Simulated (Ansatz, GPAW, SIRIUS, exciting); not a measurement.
## In: 5 runs at one level of theory

```
In
1.0
    -1.86975    1.85713    1.91387
     1.83353   -1.91280    1.93333
     1.85852    1.90157   -1.96954
In
1
Direct
  0.99990 0.99783 0.00147
```

This isn't the form of In at room conditions, which is tetragonal.

The given cell was strained at random by a few per cent at fixed volume.

Alike in all runs: task single point; functional PBEsol; k mesh 10 × 10 × 10; occupations fermi-dirac, width 0.05 eV; no spin polarisation; no spin-orbit coupling. Pressure is positive in compression and, in plane waves, holds the error of the finite cutoff, which Ansatz's Pulay term estimates and takes out.

```csv
program and potentials,plane-wave cutoff (eV),notes,band gap (eV),pressure (GPa),energy over the undisturbed cell (meV/atom)
"Ansatz, Ansatz PAW",420,"potentials made for PBE, which Ansatz adapts in part; Pulay term of +0.04 GPa included",no gap,-1.30,1.49
"exciting, all-electron LAPW+lo, shipped species files, valence relativity iora*",-,-,no gap,-,1.53
"SIRIUS, PseudoDojo 0.4.1 PBEsol standard (scalar relativistic)",960,-,?,?,?
"Ansatz, all-electron LAPW, scalar-relativistic",-,-,no gap,-1.29,-
"GPAW, PAW data sets generated for this functional",600,-,no gap,-1.63,1.40
```

Q: Estimate from the other rows what the run with SIRIUS, PseudoDojo 0.4.1 PBEsol standard (scalar relativistic) gave.

A: No band gap; pressure -1.28 GPa; energy over the undisturbed cell 1.50 meV/atom. The other rows, which needn't bracket it: pressure -1.63 to -1.29; energy over the undisturbed cell 1.40 to 1.53.
